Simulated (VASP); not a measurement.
# GaN (P6_3mc) in VASP: a series of runs

The runs below take GaN through relaxation of shape and atoms at fixed volume, with PBE.

Program: VASP 6.6.1. These are calculated values, not measurements. Logs are shortened: lines on timing, memory, paths and dates and some standing lists are left out, and cuts for length are marked.

**Measured values to compare with.**

From “Studying electronic properties in GaN without electrical contacts using γ-γ vs e−-γ Perturbed Angular Correlations”, 2019, pmc:6823545, for a bulk crystal of GaN: band gap 3.503 ± 0.005 eV (direct).

The runs below are set against these values where they give the same quantity.

**1. The structure**

Symmetry: P6_3mc, No. 186, hexagonal system. The conventional cell has a = 3.218 Å, b = 3.218 Å, c = 5.244 Å, α = 90.00°, β = 90.00°, γ = 120.00°. Ga (site symmetry 3m) has 4 N at 1.97 to 1.98 Å as nearest neighbours. N (site symmetry 3m) is surrounded by 4 Ga at 1.97 to 1.98 Å.

**2. Relaxation of shape and atoms at fixed volume, PBE**

The input, INCAR:

```
SYSTEM = GaN
PREC = Accurate ; ENCUT = 600
EDIFF = 1E-7 ; ISMEAR = 0
SIGMA = 0.03 ; LREAL = .FALSE.
LASPH = .TRUE. ; NELM = 80
ALGO = Normal ; ISIF = 4
LWAVE = .FALSE. ; LCHARG = .FALSE.
GGA = PE ; IBRION = 2
NSW = 40 ; EDIFFG = -0.01
```

The input, KPOINTS:

```
regular mesh
0
G
  12 12 5
  0 0 0
```

The input, POSCAR:

```
GaN                                     
1.0
    3.2177254833      0.0000000000      0.0000000000
   -1.6088627416      2.7866320109      0.0000000000
    0.0000000000      0.0000000000      5.2440545310
  Ga              N             
     2     2
Direct
     0.3333333332999970    0.6666666667000030    0.9991860842781787
     0.6666666667000030    0.3333333332999970    0.4991860842781787
     0.3333333332999970    0.6666666667000030    0.3758139157218213
     0.6666666667000030    0.3333333332999970    0.8758139157218213
```

Potentials or basis: VASP PAW PBE potentials, release 64 (Ga_d, N).

Command:

```console
$ cat potpaw_PBE.64/Ga_d/POTCAR potpaw_PBE.64/N/POTCAR > POTCAR
$ mpirun -np 1 vasp_std > vasp.out
```

OUTCAR:

```text
SYSTEM = GaN
   PREC = Accurate
   ENCUT = 600
   EDIFF = 1E-7
   ISMEAR = 0
   LREAL = .FALSE.
   LASPH = .TRUE.
   NELM = 80
   ISIF = 4
   GGA = PE
   IBRION = 2
   NSW = 40
   EDIFFG = -0.01

 ion  position               nearest neighbor table
   1  0.333  0.667  0.999-   4 1.97   4 1.97   4 1.97   3 1.98
   2  0.667  0.333  0.499-   3 1.97   3 1.97   3 1.97   4 1.98
   3  0.333  0.667  0.376-   2 1.97   2 1.97   2 1.97   1 1.98
   4  0.667  0.333  0.876-   1 1.97   1 1.97   1 1.97   2 1.98

  LATTYP: Found a hexagonal cell.
 ALAT       =     3.2177254833
 C/A-ratio  =     1.6297395655

  Lattice vectors:

 A1 = (   3.2177254833,   0.0000000000,   0.0000000000)
 A2 = (  -1.6088627416,   2.7866320109,   0.0000000000)
 A3 = (   0.0000000000,   0.0000000000,   5.2440545310)

Analysis of symmetry for initial positions (statically):
=====================================================================
 Subroutine PRICEL returns:
 Original cell was already a primitive cell.

 Routine SETGRP: Setting up the symmetry group for a
 hexagonal supercell.

 Subroutine GETGRP returns: Found 12 space group operations
 (whereof  6 operations were pure point group operations)
 out of a pool of 24 trial point group operations.

The static configuration has the point symmetry C_3v.
 The point group associated with its full space group is C_6v.

Analysis of symmetry for dynamics (positions and initial velocities):
=====================================================================
 Subroutine PRICEL returns:
 Original cell was already a primitive cell.

 Routine SETGRP: Setting up the symmetry group for a
 hexagonal supercell.

 Subroutine GETGRP returns: Found 12 space group operations
 (whereof  6 operations were pure point group operations)
 out of a pool of 24 trial point group operations.

The dynamic configuration has the point symmetry C_3v.
 The point group associated with its full space group is C_6v.

 Subroutine INISYM returns: Found 12 space group operations
 (whereof  6 operations are pure point group operations),
 and found     1 'primitive' translations

----------------------------------------------------------------------------------------

                                     Primitive cell

  volume of cell :      47.0214

  direct lattice vectors                    reciprocal lattice vectors
     3.217725483  0.000000000  0.000000000     0.310778531  0.179428069  0.000000000
    -1.608862742  2.786632011  0.000000000     0.000000000  0.358856137  0.000000000
     0.000000000  0.000000000  5.244054531     0.000000000  0.000000000  0.190692144

  length of vectors
     3.217725483  3.217725483  5.244054531     0.358856137  0.358856137  0.190692144

  position of ions in fractional coordinates (direct lattice)
     0.333333333  0.666666667  0.999186084
     0.666666667  0.333333333  0.499186084
     0.333333333  0.666666667  0.375813916
     0.666666667  0.333333333  0.875813916

  ion indices of the primitive-cell ions
   primitive index   ion index
                 1           1
                 2           2
                 3           3
                 4           4

----------------------------------------------------------------------------------------

 KPOINTS: regular mesh

Automatic generation of k-mesh.
 Grid dimensions read from file:
 generate k-points for:   12   12    5

 Generating k-lattice:

  Cartesian coordinates                     Fractional coordinates (reciprocal lattice)
     0.025898211  0.014952339  0.000000000     0.083333333  0.000000000  0.000000000
     0.000000000  0.029904678  0.000000000     0.000000000  0.083333333  0.000000000
     0.000000000  0.000000000  0.038138429     0.000000000  0.000000000  0.200000000

  Length of vectors
     0.029904678  0.029904678  0.038138429

  Shift w.r.t. Gamma in fractional coordinates (k-lattice)
     0.000000000  0.000000000  0.000000000

 Subroutine IBZKPT returns following result:
 ===========================================

 Found     57 irreducible k-points:

 Following reciprocal coordinates:
            Coordinates               Weight
  0.000000  0.000000  0.000000      1.000000
  0.083333  0.000000  0.000000      6.000000
  0.166667  0.000000  0.000000      6.000000
  0.250000  0.000000  0.000000      6.000000
  0.333333  0.000000  0.000000      6.000000
  0.416667  0.000000  0.000000      6.000000
[... 16 lines left out ...]
  0.250000  0.000000  0.200000     12.000000
  0.333333  0.000000  0.200000     12.000000
 [... further k-points ...]
   k-points           NKPTS =     57   k-points in BZ     NKDIM =     57   number of bands    NBANDS=     22
   number of dos      NEDOS =    301   number of ions     NIONS =      4
   total plane-waves  NPLWV =  32928
   dimension x,y,z NGX =    28 NGY =   28 NGZ =   42
   dimension x,y,z NGXF=    56 NGYF=   56 NGZF=   84
   ions per type =               2   2
   NGX,Y,Z   is equivalent  to a cutoff of  14.47, 14.47, 13.31 a.u.
   NGXF,Y,Z  is equivalent  to a cutoff of  28.93, 28.93, 26.63 a.u.
 SYSTEM =  GaN
   PREC   = accura    normal or accurate (medium, high low for compatibility)
   ISTART =      0    job   : 0-new  1-cont  2-samecut
   ICHARG =      2    charge: 1-file 2-atom 10-const
   ISPIN  =      1    spin polarized calculation?
   LNONCOLLINEAR =      F non collinear calculations
   LSORBIT =      F    spin-orbit coupling
   LASPH  =      T    aspherical Exc in radial PAW
   ENCUT  =  600.0 eV  44.10 Ry    6.64 a.u.   6.43  6.43 10.47*2*pi/ulx,y,z
   NELM   =     80;   NELMIN=  2; NELMDL= -5     # of ELM steps
   EDIFF  = 0.1E-06   stopping-criterion for ELM
   LREAL  =      F    real-space projection
   EDIFFG = -.1E-01   stopping-criterion for IOM
   NSW    =     40    number of steps for IOM
   IBRION =      2    ionic relax: 0-MD 1-quasi-New 2-CG
   NFREE  =      1    steps in history (QN), initial steepest desc. (CG)
   ISIF   =      4    stress and relaxation
   ISYM   =      2    0-nonsym 1-usesym 2-fastsym
   POTIM  = 0.5000    time-step for ionic-motion
   TEBEG  =    0.0;   TEEND  =   0.0 temperature during run
   PSTRESS=    0.0 pullay stress
   NELECT =      36.0000    total number of electrons
   NUPDOWN=      -1.0000    fix difference up-down
   EMIN   =  10.00;   EMAX   =-10.00  energy-range for DOS
   EFERMI =   0.00;   METHOD = LEGACY
   ISMEAR =     0;   SIGMA  =   0.03  broadening in eV -4-tet -1-fermi 0-gaus
   EFERMI_NEDOS =   21; number of points for ismear=-14 and -15
   IALGO  =     38    algorithm
   IMIX   =      4    mixing-type and parameters
     AMIX     =   0.40;   BMIX     =  1.00
     AMIX_MAG =   1.60;   BMIX_MAG =  1.00
  volume/ion in A,a.u.               =      11.76        79.33
  Fermi-wavevector in a.u.,A,eV,Ry     =   1.497650  2.830149 30.517271  2.242956
  Thomas-Fermi vector in A             =   2.609511
   LORBIT       =      0    0 simple, 1 ext, 2 COOP (PROOUT), +10 PAW based schemes
   GGA     = PE    functional components
   LHFCALC =     F    Hartree Fock is set to
   AEXX    =    0.0000 exact exchange contribution
   IVDW    =     0    specifies the selected vdW correction
   LEPSILON=     F    determine dielectric tensor
   LRPA    =     F    only Hartree local field effects (RPA)
 conjugate gradient relaxation of ions
 non-spin polarized calculation
 Gauss-broadening in eV      SIGMA  =   0.03
  energy-cutoff  :      600.00
  volume of cell :       47.02
 maximum number of plane-waves:      1587
 NGX is ok and might be reduce to    28
   NGX = 13   NGY = 13   NGZ = 21

 number of electron      36.0000003 magnetization

 Free energy of the ion-electron system (eV)
  ---------------------------------------------------
  ext. energy  EPLUGINS =         0.00000000
  ---------------------------------------------------
  free energy    TOTEN  =       -24.33078698 eV

  energy without entropy =      -24.33078698  energy(sigma->0) =      -24.33078698

 E-fermi :   5.1902     XC(G=0): -11.5165

 val. band max:        5.0122374679   @ k =   0.0000   0.0000   0.0000
 cond. band min:       6.7280176690   @ k =   0.0000   0.0000   0.0000
 fundamental gap:      1.7157802011
 Fermi energy:         5.1901672421

 k-point     1 :       0.0000    0.0000    0.0000
  band No.  band energies     occupation
      1     -10.7266      2.00000
      2      -9.9025      2.00000
      3      -8.4100      2.00000
      4      -8.3954      2.00000
      5      -8.3954      2.00000
      6      -8.3396      2.00000
[... 14 lines left out ...]
     21      14.0329      0.00000
     22      14.7445      0.00000

 k-point     2 :       0.0833    0.0000    0.0000
  band No.  band energies     occupation
      1     -10.6623      2.00000
      2      -9.8868      2.00000
      3      -8.4041      2.00000
      4      -8.3862      2.00000
      5      -8.3719      2.00000
      6      -8.3324      2.00000
[... 14 lines left out ...]
     21      13.8622      0.00000
     22      14.2594      0.00000

 k-point     3 :       0.1667    0.0000    0.0000
  band No.  band energies     occupation
      1     -10.4883      2.00000
      2      -9.8484      2.00000
      3      -8.3817      2.00000
      4      -8.3636      2.00000
      5      -8.3183      2.00000
      6      -8.2927      2.00000
[... 14 lines left out ...]
     21      13.0402      0.00000
     22      13.7999      0.00000
[... 476 lines left out ...]
 k-point    23 :       0.2500    0.0000    0.2000
  band No.  band energies     occupation
      1     -10.1906      2.00000
      2      -9.8209      2.00000
      3      -8.3584      2.00000
      4      -8.3328      2.00000
      5      -8.2958      2.00000
      6      -8.2557      2.00000
[... 14 lines left out ...]
     21      12.1935      0.00000
     22      13.1572      0.00000

 k-point    24 :       0.3333    0.0000    0.2000
  band No.  band energies     occupation
      1     -10.0150      2.00000
      2      -9.7821      2.00000
      3      -8.3513      2.00000
      4      -8.3169      2.00000
      5      -8.2732      2.00000
      6      -8.2119      2.00000
[... 14 lines left out ...]
     21      11.9585      0.00000
     22      13.0346      0.00000

 [... further k-points ...]
[... 5 lines left out ...]
  --------------------------------------------------------------------------------------
  -------------------------------------------------------------------------------------
  Total       -0.0015778     -0.0015778     -0.0162696     -0.0000000      0.0000000      0.0000000
  in kB       -0.0537599     -0.0537599     -0.5543586     -0.0000000      0.0000000      0.0000000
  external PRESSURE =      -0.2206261 kB  Pullay stress =       0.0000000 kB

 VOLUME and BASIS-vectors are now :
 -----------------------------------------------------------------------------
  energy-cutoff  :      600.00
  volume of cell :       47.02
      direct lattice vectors                 reciprocal lattice vectors
     3.217725483  0.000000000  0.000000000     0.310778531  0.179428069  0.000000000
    -1.608862742  2.786632011  0.000000000     0.000000000  0.358856137  0.000000000
     0.000000000  0.000000000  5.244054531     0.000000000  0.000000000  0.190692144

 POSITION                                       TOTAL-FORCE (eV/Angst)
 -----------------------------------------------------------------------------------
     -0.00000      1.85775      5.23979         0.000000      0.000000     -0.002209
      1.60886      0.92888      2.61776        -0.000000     -0.000000     -0.002209
     -0.00000      1.85775      1.97079        -0.000000      0.000000      0.002209
      1.60886      0.92888      4.59282         0.000000     -0.000000      0.002209
 -----------------------------------------------------------------------------------
    total drift:                                0.000000      0.000001      0.000255

  FREE ENERGIE OF THE ION-ELECTRON SYSTEM (eV)
  ---------------------------------------------------
  free  energy   TOTEN  =       -24.3307869843 eV

  energy  without entropy=      -24.3307869843  energy(sigma->0) =      -24.33078698

 reached required accuracy - stopping structural energy minimisation
```

Run time: 92 s. Hardware: 1 thread of Intel Xeon Platinum 8259CL at 2.50GHz (Skylake/Cascade Lake), shared host; peak memory 0.21 GiB.

What came out:

```
Free energy             : -24.3308 eV
Pressure after relaxing : 0.0 GPa
Band gap on the k mesh  : 1.72 eV, direct
```

Forces in eV/Å, atoms in the order of the input:
```
Ga   0.000  0.000 -0.002
Ga   0.000  0.000 -0.002
N    0.000  0.000  0.002
N    0.000  0.000  0.002
```

Final structure:
```
CELL_PARAMETERS angstrom
3.21773 0.00000 0.00000
-1.60886 2.78663 0.00000
0.00000 0.00000 5.24405
ATOMIC_POSITIONS crystal
Ga 0.33333 0.66667 0.99919
Ga 0.66667 0.33333 0.49919
N 0.33333 0.66667 0.37581
N 0.66667 0.33333 0.87581
```

Caveat: the relaxation stopped at its first step, so nothing moved.

**3. Relaxation of shape and atoms at fixed volume, PBE (a relaxed cell with its volume scaled by 1.02)**

INCAR is that of step 2.

KPOINTS is that of step 2.

POSCAR: that of step 2 with these lines changed.

```diff
@@ -2,5 +2,5 @@
 1.0
-    3.2177254833      0.0000000000      0.0000000000
-   -1.6088627416      2.7866320109      0.0000000000
-    0.0000000000      0.0000000000      5.2440545310
+    3.2390355446      0.0000000000      0.0000000000
+   -1.6195177722      2.8050870653      0.0000000000
+    0.0000000000      0.0000000000      5.2787843811
   Ga              N
```

Potentials or basis: VASP PAW PBE potentials, release 64 (Ga_d, N).

Command:

```console
$ cat potpaw_PBE.64/Ga_d/POTCAR potpaw_PBE.64/N/POTCAR > POTCAR
$ mpirun -np 1 vasp_std > vasp.out
```

It took 90 s on 1 thread of Intel Xeon Platinum 8259CL at 2.50GHz (Skylake/Cascade Lake), shared host; peak memory 0.21 GiB.

Results (log left out):

```
Free energy                  : -24.3224 eV
Pressure after relaxing      : -3.3 GPa
Largest force after relaxing : 0.006 eV/Å
Band gap on the k mesh       : 1.58 eV, direct
```

Forces on the atoms (eV/Å):
```
Ga   0.000  0.000 -0.006
Ga   0.000  0.000 -0.006
N    0.000  0.000  0.006
N    0.000  0.000  0.006
```

Final structure:
```cif
data_structure
_symmetry_space_group_name_H-M 'P 1'
_symmetry_Int_Tables_number 1
_cell_length_a 3.2390
_cell_length_b 3.2390
_cell_length_c 5.2788
_cell_angle_alpha 90.000
_cell_angle_beta 90.000
_cell_angle_gamma 120.000
_cell_volume 47.96
loop_
_atom_site_label
_atom_site_type_symbol
_atom_site_fract_x
_atom_site_fract_y
_atom_site_fract_z
_atom_site_occupancy
Ga1 Ga 0.33333 0.66667 0.99919 1
Ga2 Ga 0.66667 0.33333 0.49919 1
N1 N 0.33333 0.66667 0.37581 1
N2 N 0.66667 0.33333 0.87581 1
```

Levels at points of the mesh, in eV from the valence-band top:
```csv
k point,band 15,band 16,band 17,band 18,band 19,band 20,band 21,band 22
"(0.00, 0.00, 0.00)",-0.97,-0.04,0.00,0.00,1.58,3.94,8.91,9.62
"(0.50, 0.00, 0.00)",-3.98,-2.57,-2.06,-0.94,4.92,5.25,5.93,8.18
```

Caveat: the relaxation stopped at its first step, so nothing moved.

(Continued in part 2 of 2.)
